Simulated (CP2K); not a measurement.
## BN: band structure with LDA

**Measured values to compare with.**

From a printed reference work, monograph, for a bulk crystal of BN at 300 K: band gap 6.4 eV (indirect).

The system is BN.

```
CELL_PARAMETERS angstrom
2.56397 0.00000 0.00000
1.28199 2.22046 0.00000
1.28199 0.74015 2.09347
ATOMIC_POSITIONS crystal
N 0.25000 0.25000 0.25000
B 0.00000 0.00000 0.00000
```

The cell is a database's computed one.

```
Program                                : CP2K 2026.2
Task                                   : band structure
Functional                             : LDA
Potentials or basis                    : GTH_POTENTIALS N GTH-PADE-q5, B GTH-PADE-q3; TZVP-MOLOPT-PBE-GTH basis
Density cutoff                         : 6123 eV
k mesh                                 : 13 × 13 × 13
Occupations                            : fermi-dirac, width 0.0259 eV
Spin                                   : no spin polarisation
SCF solver                             : diagonalisation with k points
Quickstep method                       : GPW
EPS_DEFAULT                            : 1.0E-10
EPS_SCF                                : 1.0E-6
MAX_SCF                                : 100
SCF_GUESS                              : ATOMIC
k points reduced by the point group    : yes
Mesh centred on Gamma                  : yes
CHOLESKY                               : OFF
EPS_EIGVAL                             : 1.0E-7
MIXING METHOD                          : BROYDEN_MIXING
MIXING ALPHA                           : 0.4
NBUFFER                                : 8
NGRIDS                                 : 4
Basis sets                             : N TZVP-MOLOPT-PBE-GTH-q5, B TZVP-MOLOPT-PBE-GTH-q3
Potentials                             : N GTH-PADE-q5 of GTH_POTENTIALS, B GTH-PADE-q3 of GTH_POTENTIALS
ADDED_MOS                              : [10]
Points a segment of the path (NPOINTS) : 10
Bands added on the path                : 6
REL_CUTOFF (Ry)                        : 60 Ry
MIXING BETA (1/bohr)                   : 1.5 1/bohr
CUTOFF of the grids                    : 450 Ry
```

| Quantity | Value |
| --- | --- |
| Pressure | -13.4 GPa |
| Band gap on the k mesh | 4.45 eV, indirect (least direct gap 8.65 eV) |
| Band gap along the path | 4.37 eV, indirect (least direct gap 8.65 eV) |
| Mulliken charges | N -0.87; B +0.87 e |

Levels at the corners of the path, in eV from the valence-band top:
```
point  band 1  band 2  band 3  band 4  band 5  band 6  band 7  band 8  band 9
    Γ  -19.98    0.00    0.00    0.00    8.65    8.65    8.65   10.68   26.45
    X  -14.37   -8.83   -4.88   -4.88    4.37    9.25   17.59   17.59   20.43
    W  -14.04   -7.47   -6.95   -6.50    9.45   13.17   14.25   14.57   18.95
    K  -14.27   -8.03   -7.65   -4.06    6.81   12.75   15.60   16.45   18.40
    Γ  -19.98    0.00    0.00    0.00    8.65    8.65    8.65   10.68   26.45
    L  -15.73  -10.63   -1.93   -1.93   10.15   10.58   10.58   15.61   23.92
    U  -14.27   -8.03   -7.65   -4.06    6.81   12.75   15.60   16.45   18.40
    W  -14.04   -7.47   -6.95   -6.50    9.45   13.17   14.25   14.57   18.95
    L  -15.73  -10.63   -1.93   -1.93   10.15   10.58   10.58   15.61   23.92
    K  -14.27   -8.03   -7.65   -4.06    6.81   12.75   15.60   16.45   18.40
    U  -14.27   -8.03   -7.65   -4.06    6.81   12.75   15.60   16.45   18.40
    X  -14.37   -8.83   -4.88   -4.88    4.37    9.25   17.59   17.59   20.43
```

Run time: 67 s on 1 thread of Arm Neoverse V2 (shared host), peak memory 0.23 GiB.

A measured gap of BN is 6.4 eV (indirect; 300 K; a printed reference work, monograph); the calculated 4.37 eV misses it by -2.03 eV. The value is that of LDA in an atomic basis (GTH_POTENTIALS N GTH-PADE-q5, B GTH-PADE-q3; TZVP-MOLOPT-PBE-GTH basis), whose error adds to the functional's,, without temperature or zero-point motion. Semilocal functionals fall short of measured gaps as a rule. The cell is a database's relaxed one, not the measured one, which moves gaps too.

Caveat: Mulliken charges move with the basis; the basis of atomic orbitals isn't converged, which shifts pressures, moduli and gaps.
